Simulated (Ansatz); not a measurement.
# ZnCu (Pm-3m) in Ansatz: notebook

The runs below take ZnCu through single point, electron localisation function, with m-r2SCAN, BLYP.

All numbers are computed with Ansatz 0.2.0; they aren't measurements. Logs are shortened: lines on timing, memory, paths and dates and some standing lists are left out, and cuts for length are marked.

### Step 1. Starting point

The structure is cubic, space group Pm-3m (No. 221). The conventional cell has a = 2.945 Å, b = 2.945 Å, c = 2.945 Å, α = 90.00°, β = 90.00°, γ = 90.00°. Zn (site symmetry m-3m) has 8 Cu at 2.55 Å as nearest neighbours. Cu (site symmetry m-3m) has 8 Zn at 2.55 Å as nearest neighbours.

### Step 2. Single point, m-r2SCAN

Input file run.py:

```python
import json

import numpy as np

import ansatz as az

calculation = (
    az.Crystal.from_extxyz("ZnCu.xyz")
    .calculation()
    .kpoints(9, 9, 9)
    .functional("mr2scan")
    .pseudopotentials(kind="nc", source="spms")
    .occupations(method="tetrahedron")
    .forces()
    .stress()
)
outcome = calculation.run(threads=2, events_out="events.jsonl")

report = outcome.report
for line in open("events.jsonl"):
    event = json.loads(line)
    if event["event"] == "scf_iter":
        d = event["data"]
        print(f"SCF {d['iter']:3d}  HF = {d['harris_foulkes_ev']:.6f} eV  dr2 = {d['dr2_ev']:.2e} eV")
    elif event["event"] in ("relax_step", "md_step"):
        d = event["data"]
        print(f"{event['event']} {d['step']:3d}  E = {d['lagrangian_ev']:.6f} eV")
np.set_printoptions(precision=5, suppress=True, linewidth=110)
print("converged:", report["converged"], "after", report["n_iterations"], "iterations")
print(f"free energy {report['free_energy_ev']:.6f} eV, Fermi level {report['fermi_energy_ev']:.4f} eV")
for key in ("band_edges_ev", "magnetization_mub", "site_moments_mub", "site_moments_nc_mub", "forces_ev_ang",
                "stress_gpa"):
    if report.get(key) is not None:
        print(key, np.array(report[key]), sep="\n")
```

Input file ZnCu.xyz:

```xyz
2
Lattice="2.9450000000 0.0000000000 0.0000000000 0.0000000000 2.9450000000 0.0000000000 0.0000000000 0.0000000000 2.9450000000" Properties=species:S:1:pos:R:3 pbc="T T T"
Zn     1.4725000000      1.4725000000      1.4725000000
Cu     0.0000000000      0.0000000000      0.0000000000
```

Potentials or basis: SPMS NC.

Started as:

```bash
python run.py
```

Log:

```text
DeckWarning: output.forces, output.stress, relax.cell or npt_langevin: where a Kohn–Sham band that disperses or a degenerate level is filled in part under the method tetrahedron, the forces or the stress that this run publishes need not agree with its energy (scf.occupations.method in the input reference, under Limitations); prefer a smearing scheme for the forces or the stress
DeckWarning: basis.ecutwfc = 952.3985186095799 eV, auto-derived from the records' recommended cutoffs: set by Cu (normal level)
DeckWarning: hamiltonian.xc reads the kinetic-energy density τ on the library's norm-conserving files, and those of Zn, Cu were made for PBE. This build holds files of Zn, Cu that were made for r²SCAN, which a deck under this functional can read where it names no table (hamiltonian.pseudopotentials.accuracy or source), types no xc_functional and has no exact exchange, max_exx_coeff or level of output.embedding that keeps them out [...]
PlacementWarning: RAYON_NUM_THREADS=2 ignored (pool sized by the plan → 2); use plan(threads=…)
SCF   1  HF = -10370.219916 eV  dr2 = 7.36e+00 eV
SCF   2  HF = -10368.836742 eV  dr2 = 1.76e-01 eV
SCF   3  HF = -10368.934891 eV  dr2 = 3.17e-02 eV
SCF   4  HF = -10368.952216 eV  dr2 = 2.87e-03 eV
SCF   5  HF = -10368.951938 eV  dr2 = 8.16e-05 eV
SCF   6  HF = -10368.951935 eV  dr2 = 7.43e-06 eV
SCF   7  HF = -10368.951929 eV  dr2 = 1.64e-07 eV
SCF   8  HF = -10368.951928 eV  dr2 = 9.34e-09 eV
converged: True after 8 iterations
free energy -10368.951928 eV, Fermi level 17.9685 eV
magnetization_mub
0.0
forces_ev_ang
[[-0.  0. -0.]
 [-0.  0. -0.]]
stress_gpa
[[-3.20896  0.      -0.     ]
 [ 0.      -3.20896  0.     ]
 [ 0.       0.      -3.20896]]
```

engine_input.yaml:

```text
crystal:
  lattice:
    - [2.945, 0.0, 0.0]
    - [0.0, 2.945, 0.0]
    - [0.0, 0.0, 2.945]
  atoms:
    - { symbol: Zn, position: [0.5, 0.5, 0.5] }
    - { symbol: Cu, position: [0.0, 0.0, 0.0] }
kpoints:
  mp_grid:
    grid: [9, 9, 9]
hamiltonian:
  xc: mr2scan
  pseudopotentials:
    kind: nc
    source: spms
scf:
  occupations:
    method: tetrahedron
output:
  forces: true
  stress: true
```

It took 4 s on 2 threads of Arm Neoverse V1, shared host; peak memory 0.45 GiB.

Results:

| Item | Value |
| --- | --- |
| Free energy | -10368.9519 eV |
| Pressure | -3.2 GPa |
| Band gap on the k mesh | none (metal or under the smearing width) |

Levels at points of the mesh, in eV from the Fermi level:
| k point | band 16 | band 17 | band 18 | band 19 | band 20 | band 21 | band 22 | band 23 |
| --- | --- | --- | --- | --- | --- | --- | --- | --- |
| (0.00, 0.00, 0.00) | -3.71 | -2.81 | -2.81 | -2.81 | 6.60 | 6.60 | 6.60 | 11.60 |

Caveat: the meta-GGA runs on potentials made for a GGA; the pressure holds a Pulay correction of +0.5 GPa for the finite cutoff; the potentials were made for another functional, which shifts forces and pressure; with tetrahedron occupations forces and stress needn't match the slope of the energy.

### Step 3. Single point, m-r2SCAN

Input file input.yaml:

```yaml
crystal:
  lattice:
    - [2.945, 0.0, 0.0]
    - [0.0, 2.945, 0.0]
    - [0.0, 0.0, 2.945]
  atoms:
    - { symbol: Zn, position: [0.5, 0.5, 0.5] }
    - { symbol: Cu, position: [0.0, 0.0, 0.0] }
hamiltonian:
  xc: mr2scan
  pseudopotentials: { kind: nc, source: spms }
kpoints:
  mp_grid: { grid: [9, 9, 9] }
scf:
  occupations: { method: tetrahedron }
output:
  forces: true
  stress: true
```

Potentials or basis: SPMS NC.

Started as:

```bash
ansatz run input.yaml --threads 2 --pin off --max-ram 5120MiB --backend cpu --events-out ev --progress --plain --runs-dir out
```

Log:

```text
Warning: output.forces, output.stress, relax.cell or npt_langevin: where a Kohn–Sham band that disperses or a degenerate level is filled in part under the method tetrahedron, the forces or the stress that this run publishes need not agree with its energy (scf.occupations.method in the input reference, under Limitations); prefer a smearing scheme for the forces or the stress
Warning: hamiltonian.xc reads the kinetic-energy density τ on the library's norm-conserving files, and those of Zn, Cu were made for PBE. This build holds files of Zn, Cu that were made for r²SCAN, which a deck under this functional can read where it names no table (hamiltonian.pseudopotentials.accuracy or source), types no xc_functional and has no exact exchange, max_exx_coeff or level of output.embedding that keeps them out. To compare such runs, type hamiltonian.pseudopotentials: {kind: paw, frozen_core: stored} on both or, where PAW refuses one, {kind: nc, accuracy: standard}
Warning: RAYON_NUM_THREADS=2 ignored (pool sized by the plan → 2); use --threads N
Engine: ansatz 0.2.0, aarch64-unknown-linux-gnu
Pseudopotentials: kind: nc
Pseudopotential: Zn, nc, valence charge 20, recommended cutoff 816.3415873796399 eV (normal), Zn.nc.azcp
Pseudopotential: Cu, nc, valence charge 19, recommended cutoff 952.3985186095799 eV (normal), Cu.nc.azcp
Functional definition: m-r2SCAN
  exchange = m_r2scan_x
  correlation = m_r2scan_c
Crystal: 2 atoms, lattice volume = 25.542 Å³
Basis set: ecut = 952.3985186095799 eV, 1743 PW (Γ), exchange–correlation on 120×120×120 points (64 copies of the dense FFT grid, shifted against one another)
Bands: 24, of which v1, the nominal top of the filled ones, is band 20 counted from 1 (19 counted from 0)
Symmetry: 48 space group operations
Space group: Pm-3m (ITA 221), of the structure as read, at distance tolerance 2.9e-5 Å
k-points: 35 of 729
Non-local potential: Zn, projectors of the file, l = 0: 2, l = 1: 2, l = 2: 2
Non-local potential: Cu, projectors of the file, l = 0: 2, l = 1: 2, l = 2: 2
Initial density: superposition of atomic densities (chi_scale 0.1, normalization cell, long waves kept (reshape's long-wave potential 0.00 eV rms))
Initial wavefunctions: pseudopotential atomic-orbital guess
Functional: x = mr2scan, c = mr2scan; τ floored in thin density (d = 2e-4 eV/Å³)
SCF iter   1: F=—  HF=-10370.219916 eV  |F-HF|=—  |Δ(HF+E_count)|=         —  Δρ=1.84e-1  dr2=7.36e0  dr2_τ=1.67e1  ethr=3.10e-3  ⟨swp⟩=5.6  Hψ=3196  notcnv=0
preconditioner: auto → none  [metal: no gap  n_scr=6 (ndim 8)  ℏωp=35.2 eV  f_vac=0.000  sad-step TF]
SCF iter   2: F=—  HF=-10368.836742 eV  |F-HF|=—  |Δ(HF+E_count)|=    1.38e0  Δρ=5.04e-2  dr2=1.76e-1  dr2_τ=1.88e1  ethr=3.10e-3  ⟨swp⟩=3.0  Hψ=1892  notcnv=0  defer=5
SCF iter   3: F=—  HF=-10368.934891 eV  |F-HF|=—  |Δ(HF+E_count)|=   9.81e-2  Δρ=1.94e-2  dr2=3.17e-2  dr2_τ=6.49e-2  ethr=4.51e-4  ⟨swp⟩=2.7  Hψ=1831  notcnv=0  defer=5
SCF iter   4: F=—  HF=-10368.952216 eV  |F-HF|=—  |Δ(HF+E_count)|=   1.73e-2  Δρ=4.06e-3  dr2=2.87e-3  dr2_τ=8.91e-3  ethr=8.13e-5  ⟨swp⟩=2.1  Hψ=1570  notcnv=0  defer=5
SCF iter   5: F=—  HF=-10368.951938 eV  |F-HF|=—  |Δ(HF+E_count)|=   2.78e-4  Δρ=1.00e-3  dr2=8.16e-5  dr2_τ=1.47e-3  ethr=7.36e-6  ⟨swp⟩=2.6  Hψ=1421  notcnv=0  defer=5
SCF iter   6: F=—  HF=-10368.951935 eV  |F-HF|=—  |Δ(HF+E_count)|=   2.31e-6  Δρ=2.99e-4  dr2=7.43e-6  dr2_τ=2.85e-5  ethr=2.09e-7  ⟨swp⟩=2.3  Hψ=1405  notcnv=0  defer=5
SCF iter   7: F=—  HF=-10368.951929 eV  |F-HF|=—  |Δ(HF+E_count)|=   6.04e-6  Δρ=3.17e-5  dr2=1.64e-7  dr2_τ=1.64e-7  ethr=1.91e-8  ⟨swp⟩=2.8  Hψ=1469  notcnv=0  defer=5
SCF iter   8: F=-10368.951928 eV  HF=-10368.951928 eV  |F-HF|=6.94e-9  |Δ(HF+E_count)|=   1.76e-6  Δρ=6.77e-6  dr2=9.34e-9  dr2_τ=2.16e-8  ethr=2.56e-10  ⟨swp⟩=4.6  Hψ=2810  notcnv=0
SCF 1 converged in 8 iterations: F = -10368.951928 eV  dr2 = 9.34e-9
SCF converged after 8 iterations
Stability not checked: this state was not tested for a lower state beside it, because cold or Methfessel-Paxton smearing, or corrected tetrahedra, fill the levels in a way that the test cannot read (fill_not_monotonic; see scf.lower_state_search)
Free energy (F): -10368.951928 eV
Harris-Foulkes:  -10368.951928 eV  (|F-HF|=6.94e-9)
Internal energy: -10368.951978 eV  (E = F + TS)
E sigma→0 (E₀):  -10368.951928 eV
Entropy (-TS):   0.000051 eV (0.025 meV/atom)
Fermi energy:    17.968524 eV
--- Per-component energies (eV) ---
  E_band       = -859.316817
  E_kinetic    = 4292.918520
  E_local      = -6189.399009  (includes V_loc(G=0)·N_el)
  E_nonlocal   = -3435.682176
  E_hartree    = 2912.221524
  E_xc         = -1180.310258
  E_vxc        = -1466.437352  (∫ρ·V_xc dr)
  E_vtau       = 114.832509  (kinetic-family band-sum trace: ∫τ·v_τ [+ j·A + Jᵃ·Aᵃ] dr)
  E_ewald      = -6768.700579
  E_smearing   = 0.000051  (= −TS)
  E_closure    = 0.000000  (closes the sum)
  Σ components = -10368.951928   (vs F -10368.951928, Δ=0.00e0)
--- Forces (eV/Å), atoms counted from 1 ---
  atom   1  Zn    -0.00000000     0.00000000    -0.00000000
  atom   2  Cu    -0.00000000     0.00000000    -0.00000000
  max |Σ_I F_I| component: 1.05e-28 eV/Å
--- Stress (GPa, compression-positive) ---
       -3.208956       0.000000      -0.000000
        0.000000      -3.208956       0.000000
        0.000000       0.000000      -3.208956
  P = ⅓ Tr σ = -3.2090 GPa (-32.090 kbar)
--- Band table (eV; the first three rows and the last of 35) ---
  k-point 0: bands = ["-113.1159", "-99.7923", "-65.2252", "-65.2252", "-65.2252", "-55.0503", "-55.0503", "-55.0503", "7.0757", "9.7698", "9.7698", "10.4955", "10.4955", "10.4955", "14.2623", "14.2623", "15.1584", "15.1584", "15.1584", "24.5719", "24.5719", "24.5719", "29.5695", "29.5695"]
  k-point 1: bands = ["-113.1159", "-99.7923", "-65.2258", "-65.2251", "-65.2251", "-55.0515", "-55.0502", "-55.0502", "7.3100", "9.7966", "9.8191", "10.4752", "10.4752", "10.5052", "14.2494", "14.2815", "15.0824", "15.0824", "15.1498", "22.6279", "24.9256", "24.9256", "29.6941", "30.3179"]
  k-point 2: bands = ["-113.1158", "-99.7921", "-65.2274", "-65.2250", "-65.2250", "-55.0546", "-55.0500", "-55.0500", "7.9915", "9.8656", "9.9599", "10.4241", "10.4241", "10.5301", "14.2157", "14.2895", "14.9020", "14.9020", "15.1279", "19.6729", "25.9337", "25.9337", "30.0758", "30.7588"]
  k-point 34: bands = ["-113.1151", "-99.7908", "-65.2297", "-65.2297", "-65.2297", "-55.0587", "-55.0587", "-55.0587", "9.8772", "9.9063", "9.9063", "10.7667", "10.7667", "13.4234", "13.5813", "13.5813", "15.3863", "15.3863", "19.8951", "21.6199", "21.6199", "22.1337", "23.8316", "23.8316"]
```

Wall time 3.5 s (2 threads of Arm Neoverse V1, shared host); peak memory 0.37 GiB.

Results:

```yaml
Free_energy: -10368.9519 eV
Pressure: -3.2 GPa
Band_gap_on_the_k_mesh: none (metal or under the smearing width)
```

Levels at points of the mesh, in eV from the Fermi level:
```csv
k point,band 15,band 16,band 17,band 18,band 19,band 20,band 21,band 22,band 23,band 24
"(0.00, 0.00, 0.00)",-3.71,-3.71,-2.81,-2.81,-2.81,6.60,6.60,6.60,11.60,11.60
```

Caveat: the meta-GGA runs on potentials made for a GGA; the pressure holds a Pulay correction of +0.5 GPa for the finite cutoff; the potentials were made for another functional, which shifts forces and pressure; with tetrahedron occupations forces and stress needn't match the slope of the energy.

### Step 4. Electron localisation function, BLYP, non-collinear spin, ferromagnetic start

Changes to run.py since step 2:

```diff
@@ -2,2 +2,3 @@
 
+import ase.io
 import numpy as np
@@ -6,11 +7,21 @@
 
+atoms = ase.io.read("ZnCu.cif")
+atoms.info.pop("occupancy", None)
+atoms.set_initial_magnetic_moments([[0.0, 0.0, 0.0], [0.346, 0.346, 0.346]])
+
 calculation = (
-    az.Crystal.from_extxyz("ZnCu.xyz")
+    az.Crystal.from_ase(atoms)
     .calculation()
     .kpoints(9, 9, 9)
-    .functional("mr2scan")
-    .pseudopotentials(kind="nc", source="spms")
-    .occupations(method="tetrahedron")
+    .functional("blyp")
+    .pseudopotentials(kind="paw", source="jth")
+    .spin("noncollinear", soc=False)
+    .occupations(method="gaussian", width=0.01)
+    .density()
+    .potential()
+    .output_files(volumetric_format="npy")
+    .electron_localization_function()
     .forces()
     .stress()
+    .band_table(publish=True)
 )
```

Input file ZnCu.cif:

```cif
data_ZnCu
_cell_length_a 2.94500000
_cell_length_b 2.94500000
_cell_length_c 2.94500000
_cell_angle_alpha 90.00000000
_cell_angle_beta 90.00000000
_cell_angle_gamma 90.00000000
_space_group_name_H-M_alt 'P1'
_space_group_name_Hall 'P 1'
_space_group_IT_number 1
loop_
_space_group_symop_operation_xyz
'x,y,z'
loop_
_atom_site_label
_atom_site_type_symbol
_atom_site_symmetry_multiplicity
_atom_site_Wyckoff_symbol
_atom_site_fract_x
_atom_site_fract_y
_atom_site_fract_z
_atom_site_occupancy
Zn1 Zn 1 a 0.5000000000 0.5000000000 0.5000000000 1
Cu1 Cu 1 a 0.0000000000 0.0000000000 0.0000000000 1
```

Potentials or basis: JTH PAW.

Started as:

```bash
python run.py
```

It took 37 s on 2 threads of Arm Neoverse V1, shared host; peak memory 0.87 GiB.

Results (log left out):

```yaml
Free_energy: -9960.3486 eV
Pressure: 9.7 GPa
Band_gap_on_the_k_mesh: none (metal or under the smearing width)
Net_moment: 0.00 μB per cell
Absolute_moment: 0.00 μB per cell
```

Levels at points of the mesh, in eV from the Fermi level:
```
           k point  band 27  band 28  band 29  band 30  band 31  band 32  band 33  band 34
(0.00, 0.00, 0.00)    -3.00    -3.00    -3.00    -3.00     5.98     5.98     5.98     5.98
```

Moments on the atoms (μB; x, y, z):
```
Zn  0.00 0.00 0.00
Cu  0.00 0.00 0.00
```

Caveat: the potentials were made for another functional, which shifts forces and pressure; the starting moments weren't kept.

### Step 5. Summary

```csv
task,level,potentials or basis,spin,cutoff (eV),smearing,driver,gap on the mesh (eV),pressure (GPa)
single point,m-r2SCAN,SPMS NC,off,952,tetrahedron,chain,none,-3.2
single point,m-r2SCAN,SPMS NC,off,952,tetrahedron,-,none,-3.2
electron localisation function,BLYP,JTH PAW,"non-collinear, ferromagnetic start",1350,gaussian 0.01 eV,chain,none,9.7
```

Alike in all rows: cell as given; k mesh 9 × 9 × 9.

Caveats: the potentials were made for another functional, which shifts forces and pressure; the meta-GGA runs on potentials made for a GGA (some runs); with tetrahedron occupations forces and stress needn't match the slope of the energy (some runs); the starting moments weren't kept (some runs).

Absolute energies hang on the potentials; compare differences alone.
